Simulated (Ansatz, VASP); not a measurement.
# Cross-check of LiF (Griceite) between VASP and Ansatz, part 2 of 2

Wanted: the spread between two codes on one cell, functional and k mesh.

VASP 6.6.1 and Ansatz 0.2.0.

So far: The structure; Ansatz: relaxation of cell and atoms, PBE; VASP: relaxation of cell and atoms, PBE.

## (3) VASP: relaxation of cell and atoms, PBE (continued)

Level of this step: PBE; plane waves and PAW (Li_sv, F) (VASP).

Numbers of over 12 decimals in the logs are rounded to 6 here.

From OUTCAR (step 3):

```text
ion  position               nearest neighbor table
   1  0.000  0.000  0.000-   2 2.01   2 2.01   2 2.01   2 2.01   2 2.01   2 2.01
   2  0.500  0.500  0.500-   1 2.01   1 2.01   1 2.01   1 2.01   1 2.01   1 2.01

  LATTYP: Found a face centered cubic cell.
 ALAT       =     4.0280000000

 Subroutine GETGRP returns: Found 48 space group operations
 (whereof 48 operations were pure point group operations)

The static configuration has the point symmetry O_h .

 Found     56 irreducible k-points:

   k-points           NKPTS =     56   k-points in BZ     NKDIM =     56   number of bands    NBANDS=     11

   dimension x,y,z NGX =    28 NGY =   28 NGZ =   28
   dimension x,y,z NGXF=    56 NGYF=   56 NGZF=   56

   ENCUT  =  700.0 eV  51.45 Ry    7.17 a.u.   6.14  6.14  6.14*2*pi/ulx,y,z

   NELECT =      10.0000    total number of electrons

 k-points in reciprocal lattice and weights: Automatic mesh
   0.00000000  0.00000000  0.00000000       0.001
   0.09090909  0.00000000  0.00000000       0.006
   0.18181818  0.00000000  0.00000000       0.006
   0.27272727  0.00000000  0.00000000       0.006
   0.36363636  0.00000000  0.00000000       0.006
   0.45454545  0.00000000  0.00000000       0.006
   0.09090909  0.09090909  0.00000000       0.005
   0.18181818  0.09090909  0.00000000       0.018
   0.27272727  0.09090909  0.00000000       0.018
[...]
-0.36363636  0.45454545  0.18181818       0.018
  -0.27272727  0.45454545  0.18181818       0.018

 average (electrostatic) potential at core
       1 -61.1086       2 -76.8650

 E-fermi :  -0.0413

 k-point     1 :       0.0000    0.0000    0.0000
  band No.  band energies     occupation
      1     -42.0765      2.00000
      2     -21.0564      2.00000
      3      -1.1304      2.00000
      4      -1.1304      2.00000
      5      -1.1304      2.00000
      6       7.7993      0.00000
      7      22.6147      0.00000
      8      22.6147      0.00000
      9      22.6148      0.00000
     10      23.0299      0.00000
    ...

 k-point     2 :       0.0909    0.0000    0.0000
  band No.  band energies     occupation
      1     -42.0722      2.00000
      2     -21.0248      2.00000
      3      -1.3663      2.00000
      4      -1.1488      2.00000
      5      -1.1488      2.00000
      6       8.0452      0.00000
      7      20.2488      0.00000
      8      21.5284      0.00000
      9      21.5285      0.00000
     10      23.9434      0.00000
    ...

 k-point     3 :       0.1818    0.0000    0.0000
  band No.  band energies     occupation
      1     -42.0606      2.00000
      2     -20.9389      2.00000
      3      -1.9522      2.00000
      4      -1.1980      2.00000
      5      -1.1980      2.00000
      6       8.6237      0.00000
      7      17.9156      0.00000
      8      20.1802      0.00000
      9      20.1802      0.00000
     10      24.8185      0.00000
    ...

  Total       -0.0031558     -0.0031558     -0.0031558      0.0000000      0.0000000      0.0000000
  in kB       -0.3041978     -0.3041978     -0.3041978      0.0000000      0.0000000      0.0000000
  external PRESSURE =      -0.3041978 kB  Pullay stress =       0.0000000 kB

  energy-cutoff  :      700.00
  volume of cell :       16.62
      direct lattice vectors                 reciprocal lattice vectors
     0.000000000  2.025559033  2.025559033    -0.246845435  0.246845435  0.246845435
     2.025559033  0.000000000  2.025559033     0.246845435 -0.246845435  0.246845435
     2.025559033  2.025559033  0.000000000     0.246845435  0.246845435 -0.246845435

 POSITION                                       TOTAL-FORCE (eV/Angst)
 -----------------------------------------------------------------------------------
      0.00000      0.00000      0.00000        -0.000000      0.000000      0.000000
      2.02556      2.02556      2.02556         0.000000     -0.000000     -0.000000
 -----------------------------------------------------------------------------------
    total drift:                                0.000000      0.000000      0.000000

  FREE ENERGIE OF THE ION-ELECTRON SYSTEM (eV)
  ---------------------------------------------------
  free  energy   TOTEN  =        -9.6438099338 eV

  energy  without entropy=       -9.6438099337  energy(sigma->0) =       -9.64380993

 reached required accuracy - stopping structural energy minimisation

 total charge
# of ion       s       p       d       tot
------------------------------------------
    1        2.016   0.046   0.000   2.062
    2        1.724   4.411   0.000   6.135
--------------------------------------------------
tot          3.740   4.457   0.000   8.197

[... 3 further parts left out ...]
```

CONTCAR:

```
LiF
   1.00000000000000
     0.0000000000000000    2.0255590326545985    2.0255590326545985
     2.0255590326545985    0.0000000000000000    2.0255590326545985
     2.0255590326545985    2.0255590326545985    0.0000000000000000
  Li              F
     1     1
Direct
     0.0000000000000000    0.0000000000000000    0.0000000000000000
     0.5000000000000000    0.5000000000000000    0.5000000000000000
```

## (4) Comparison

Known differences besides the potentials themselves: both relaxations stop at a tolerance, which leaves soft axes loose, and VASP keeps its plane-wave basis; the cutoff is 420 eV in Ansatz and 700 eV in VASP; VASP leaves aspherical gradient terms in its spheres out (LASPH is not set), Ansatz keeps them; Ansatz adds a Pulay correction to the stress that steers its cell, VASP none. Total energies have different zeros and are not compared.

Compared:

```
                                         quantity  Ansatz   VASP  difference
                                      volume (Å³)   16.82  16.62     +1.19 %
edge a after relaxation, in the typed setting (Å)   2.876  2.865     +0.39 %
```

The walks stopped with 0.05 GPa left in Ansatz and -0.03 GPa in VASP; each walk ends within a tolerance, so the volume difference is uncertain by about these residues over the bulk modulus, most in soft cells.

## (5) VASP: relaxation of cell and atoms, PBE with D4

The relaxed volume is the usual yardstick between codes: its relative difference is about their pressure difference at one cell divided by the bulk modulus.

Contents of INCAR:

```
SYSTEM = LiF
PREC = Accurate
ENCUT = 700
EDIFF = 1E-06
NELM = 100
ISMEAR = -1
SIGMA = 0.05
LREAL = .FALSE.
ALGO = Normal
GGA = PE
IVDW = 13
NBANDS = 11
LORBIT = 11
LWAVE = .FALSE.
LCHARG = .FALSE.
KPAR = 2
IBRION = 2
NSW = 60
ISIF = 3
EDIFFG = -0.01
```

Contents of POSCAR:

```
LiF
1.0
    0.0000000000      2.0140000000      2.0140000000
    2.0140000000      0.0000000000      2.0140000000
    2.0140000000      2.0140000000      0.0000000000
Li F
1 1
Direct
    0.0000000000      0.0000000000      0.0000000000
    0.5000000000      0.5000000000      0.5000000000
```

Contents of KPOINTS:

```
Automatic mesh
0
Gamma
11 11 11
0 0 0
```

Potentials, in the order of the species: Li_sv and F (PBE family, release 64).

On the command line:

```sh
> mpirun -np 2 vasp_std
```

The log of the run:

```text
[... set-up lines as in an earlier step ...]
 entering main loop
       N       E                     dE             d eps       ncg     rms          rms(c)
[... 12 cycles as in an earlier step ...]
   1 F= -.97682159E+01 E0= -.97682159E+01  d E =-.976822E+01
[...]
reached required accuracy - stopping structural energy minimisation
```

From OUTCAR (step 5):

```text
  Edisp (eV):   -0.12542

  Total      -0.00537    -0.00537    -0.00537     0.00000     0.00000     0.00000
  in kB      -0.52693    -0.52693    -0.52693     0.00000     0.00000     0.00000
  external pressure =       -0.53 kB  Pullay stress =        0.00 kB

 POSITION                                       TOTAL-FORCE (eV/Angst)
 -----------------------------------------------------------------------------------
      0.00000      0.00000      0.00000        -0.000000      0.000000      0.000000
      2.01400      2.01400      2.01400         0.000000     -0.000000     -0.000000
 -----------------------------------------------------------------------------------
    total drift:                                0.000000      0.000000      0.000000

  FREE ENERGIE OF THE ION-ELECTRON SYSTEM (eV)
  ---------------------------------------------------
  free  energy   TOTEN  =        -9.7682158763 eV

  energy  without entropy=       -9.7682158763  energy(sigma->0) =       -9.76821588

[... 2 parts as in an earlier step ...]

[... 2 further parts left out ...]
[key lines of the parts left out:]
E-fermi :   0.2640
```

## (6) Ansatz: relaxation of cell and atoms, PBE with D4

The same cell, functional, mesh and smearing now go to Ansatz, which takes its cutoff from its data sets.

Contents of input.yaml:

```yaml
crystal:
  lattice:
    - [0.0, 2.014, 2.014]
    - [2.014, 0.0, 2.014]
    - [2.014, 2.014, 0.0]
  atoms:
    - { symbol: Li, position: [0.0, 0.0, 0.0] }
    - { symbol: F, position: [0.5, 0.5, 0.5] }
hamiltonian:
  xc: pbe
  pseudopotentials: { kind: paw }
  dispersion: d4
kpoints:
  mp_grid: { grid: [11, 11, 11] }
scf:
  occupations: { method: fermi_dirac, width: 0.05 }
relax:
  f_tol: 0.01
  max_steps: 60
  cell: { stress_tol: 0.05 }
output:
  forces: true
  stress: true
```

On the command line:

```sh
> ansatz run input.yaml --threads 4 --pin off --max-ram 9216MiB --backend cpu --events-out ev --progress --plain --runs-dir out
```

The log of the run:

```text
[...]
Crystal: 2 atoms, lattice volume = 16.338 Å³
Basis set: ecut = 420 eV, 331 PW (Γ), exchange–correlation on 40×40×40 points (8 copies of the dense FFT grid, shifted against one another)
Bands: 9, of which v1, the nominal top of the filled ones, is band 5 counted from 1 (4 counted from 0)
Symmetry: 48 space group operations
[...]
k-points: 56 of 1331
[...]
0.013465       0.000000      -0.000000
       -0.000000       0.013465       0.000000
       -0.000000       0.000000       0.013465
  P = ⅓ Tr σ = 0.0135 GPa (0.135 kbar)
--- Relaxed structure (4 steps of the walk, 4 accepted, 2 SCFs on fresh bases) ---
[...]
cell:  # Å, volume = 16.5371 Å³
    - [0, 2.022135, 2.022135]
    - [2.022135, 0, 2.022135]
    - [2.022135, 2.022135, 0]
  atoms:
    - { symbol: Li, position: [0, 0, 0] }
    - { symbol: F, position: [0.5, 0.5, 0.5] }
[key lines of the parts left out:]
SCF converged after 6 iterations
Free energy (F): -1016.293617 eV
Fermi energy:    5.494169 eV
```

Run time: 1.7 s. Hardware: 4 threads of AMD EPYC 9R45, shared host; peak memory 0.35 GiB.

## (7) Side by side

The two programs side by side:

```
                                         quantity  Ansatz   VASP  difference
                                      volume (Å³)   16.54  16.34     +1.22 %
edge a after relaxation, in the typed setting (Å)   2.860  2.848     +0.40 %
```

The walks stopped with 0.01 GPa left in Ansatz and -0.05 GPa in VASP; each walk ends within a tolerance, so the volume difference is uncertain by about these residues over the bulk modulus, most in soft cells.

A further Ansatz single point at VASP's end cell gives 0.88 GPa where VASP has -0.05 GPa.

## (8) Results

```
difference in volume (relaxation of cell and atoms, PBE)         : 1.2 %
difference in volume (relaxation of cell and atoms, PBE with D4) : 1.2 %
```

**Reading.** The difference in volume is 1.2 % (relaxation of cell and atoms, PBE with D4), at about the 1.2 % picked in this series as the mark of a large difference, as far as the stopping tolerances let one tell. A pressure difference of 0.93 GPa at VASP's end cell goes with 1.2 % of volume. Such differences can come from data sets, numerical settings and the points named under the comparisons, not from the functional's error against experiment.

[Lines on the potential files, build, host, timing and source positions are cut from VASP's logs without a mark.]

[Logs are printed without paths, hosts, clocks, repeated set-up lines and the standing remarks that a program may print on its own settings, such as how far it seeks lower states.]

[Hosts, paths, dates, database ids (printed as entryN), source tags and the programs' standing remarks are cut or masked in the printed files.]
